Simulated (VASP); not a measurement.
Wanted: the native input for a VASP 6.6.1 run.

```
Task                               : band structure
Functional                         : HSE06
Potentials or basis                : VASP PAW PBE potentials, release 64 (Mg, Se)
Cutoff                             : 520 eV
k mesh                             : 6 × 6 × 6
Occupations                        : gaussian, width 0.02 eV
Spin                               : no spin polarisation
Grid for exact exchange (PRECFOCK) : Fast
Screening parameter                : 0.2 1/A
Further INCAR settings             : ALGO = Normal; EDIFF = 1e-07; NBANDS = 11
```

MgSe:

```
Mg Se
1.0
     0.00000    2.75218    2.75218
     2.75218    0.00000    2.75218
     2.75218    2.75218    0.00000
Mg Se
1 1
Direct
  0.00000 0.00000 0.00000
  0.50000 0.50000 0.50000
```

The cell was built by a generator and needn't be a form met in nature.

One way to write it, as run:

POSCAR

```
MgSe                                    
1.0
    0.0000000000      2.7521758938      2.7521758938
    2.7521758938      0.0000000000      2.7521758938
    2.7521758938      2.7521758938      0.0000000000
  Mg              Se            
     1     1
Direct
     0.0000000000000000    0.0000000000000000    0.0000000000000000
     0.5000000000000000    0.5000000000000000    0.5000000000000000
```

INCAR.step1

```
  ALGO = Normal
  EDIFF = 1E-5
  ENCUT = 520
  GGA = PE
  ISIF = 2
  ISMEAR = 0
  KPAR = 4
  LASPH = True
  LCHARG = False
  LREAL = False
  LWAVE = True
  NBANDS = 11
  NELM = 100
  PREC = Accurate
  SIGMA = 0.02
```

INCAR.step2

```
  ALGO = Normal
  EDIFF = 1E-7
  ENCUT = 520
  GGA = PE
  HFSCREEN = 0.2
  ISIF = 2
  ISMEAR = 0
  ISTART = 1
  KPAR = 4
  LASPH = True
  LCHARG = False
  LHFCALC = True
  LREAL = False
  LWAVE = False
  NBANDS = 11
  NELM = 100
  PREC = Accurate
  PRECFOCK = Fast
  SIGMA = 0.02
```

KPOINTS

```
k-points
0
Gamma
  6 6 6
```

KPOINTS_OPT

```
path GXWKGLUWLK,UX
8
line-mode
reciprocal
 0.0000000000  0.0000000000  0.0000000000  G
 0.5000000000  0.0000000000  0.5000000000  X

 0.5000000000  0.0000000000  0.5000000000  X
 0.5000000000  0.2500000000  0.7500000000  W

 0.5000000000  0.2500000000  0.7500000000  W
 0.3750000000  0.3750000000  0.7500000000  K

 0.3750000000  0.3750000000  0.7500000000  K
 0.0000000000  0.0000000000  0.0000000000  G

 0.0000000000  0.0000000000  0.0000000000  G
 0.5000000000  0.5000000000  0.5000000000  L

 0.5000000000  0.5000000000  0.5000000000  L
 0.6250000000  0.2500000000  0.6250000000  U

 0.6250000000  0.2500000000  0.6250000000  U
 0.5000000000  0.2500000000  0.7500000000  W

 0.5000000000  0.2500000000  0.7500000000  W
 0.5000000000  0.5000000000  0.5000000000  L

 0.5000000000  0.5000000000  0.5000000000  L
 0.3750000000  0.3750000000  0.7500000000  K

 0.6250000000  0.2500000000  0.6250000000  U
 0.5000000000  0.0000000000  0.5000000000  X
```

Potentials or basis: VASP PAW PBE potentials, release 64 (Mg, Se).

The run is started by

```console
$ cat potpaw_PBE.64/Mg/POTCAR potpaw_PBE.64/Se/POTCAR > POTCAR
$ cp INCAR.step1 INCAR
$ mpirun -np 4 vasp_std > vasp.out
$ cp INCAR.step2 INCAR
$ mpirun -np 4 vasp_std > vasp.out
```

It gave:

The pressure is -1.7 GPa, the band gap on the k mesh is 2.61 eV, indirect (least direct gap 3.39 eV) and the band gap along the path is 2.61 eV, indirect (least direct gap 3.39 eV).

Caveat: the PAW data sets were made with another functional, which shifts forces and pressure a little.

It took 6.6 min on 4 MPI ranks on AMD EPYC 9R45 96-Core Processor (Zen 5), on a shared host, peak memory 0.3 GiB a rank.
